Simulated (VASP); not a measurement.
# A VASP 6.6.1 single-point calculation on InSb

INCAR

```
ISIF = 2
IBRION = -1
NBANDS = 16
ALGO = Normal
ADDGRID = .TRUE.
LWAVE = .FALSE.
GGA = PE
SIGMA = 0.02
ENCUT = 520
PREC = Accurate
NELM = 120
LASPH = .TRUE.
EDIFF = 1E-7
LREAL = .FALSE.
ISMEAR = -1
NSW = 0
LCHARG = .FALSE.
```

KPOINTS

```
KPOINTS created by Atomic Simulation Environment
0
Gamma
6 6 6
0 0 0
```

POSCAR

```
In Sb
 1.0000000000000000
     0.0000000000000000    3.4106935381999999    3.1350086261999999
     3.4106935381999999    0.0000000000000000    3.1350086261999999
     3.4106935381999999    3.4106935381999999    0.0000000000000000
 In  Sb
   1   1
Cartesian
  0.0000000000000000  0.0000000000000000  0.0000000000000000
  1.7053467690999999  1.7053467690999999  1.5675043130999995
```

The recommended PBE PAW datasets give the neutral cell 18 valence electrons.

Command

```
mpirun -np 1 vasp_std
```

How does this run end, and what does it give?

It converged. Results: gap between bands v and c on the k mesh 0.35 eV; least direct gap on the k mesh 0.35 eV; pressure 0.0 GPa. Band v is the last that the valence electrons fill when counted band by band, and c is the next.

OSZICAR

```
N       E                     dE             d eps       ncg     rms          rms(c)
DAV:   1     0.115542784356E+03    0.11554E+03   -0.77581E+03   960   0.110E+03
DAV:   2     0.854585459884E+00   -0.11469E+03   -0.11115E+03  1072   0.287E+02
DAV:   3    -0.677054334751E+01   -0.76251E+01   -0.75915E+01  1232   0.748E+01
DAV:   4    -0.699531878132E+01   -0.22478E+00   -0.22471E+00  1216   0.147E+01
DAV:   5    -0.700936636218E+01   -0.14048E-01   -0.14047E-01  1464   0.308E+00    0.370E+00
DAV:   6    -0.691663814020E+01    0.92728E-01   -0.15515E-01  1448   0.564E+00    0.216E+00
DAV:   7    -0.690597956557E+01    0.10659E-01   -0.61528E-02  1288   0.218E+00    0.590E-01
DAV:   8    -0.690716334973E+01   -0.11838E-02   -0.71707E-03  1240   0.924E-01    0.212E-01
DAV:   9    -0.690784110690E+01   -0.67776E-03   -0.95142E-04  1248   0.256E-01    0.757E-02
DAV:  10    -0.690788835930E+01   -0.47252E-04   -0.50906E-05  1328   0.497E-02    0.346E-02
DAV:  11    -0.690793203345E+01   -0.43674E-04   -0.84440E-05  1136   0.575E-02    0.243E-02
DAV:  12    -0.690793328391E+01   -0.12505E-05   -0.15636E-06  1200   0.809E-03    0.752E-03
DAV:  13    -0.690793411341E+01   -0.82950E-06   -0.14679E-06  1176   0.696E-03    0.418E-03
DAV:  14    -0.690793377537E+01    0.33804E-06   -0.81214E-08  1056   0.205E-03    0.119E-03
DAV:  15    -0.690793380248E+01   -0.27108E-07   -0.18792E-08   840   0.105E-03
   1 F= -.69079338E+01 E0= -.69079331E+01  d E =-.133883E-05
```

Standard output (part)

```
POSCAR found type information on POSCAR InSb
 POSCAR found :  2 types and       2 ions
 LDA part: xc-table for (Slater+PW92), standard interpolation
 POSCAR, INCAR and KPOINTS ok, starting setup
 WAVECAR not read
 entering main loop
```

For comparison, a separate PBE run of the intended cell, on usual settings and not on those above, gives a gap of 0.35 eV on its mesh and a pressure of 0.0 GPa.
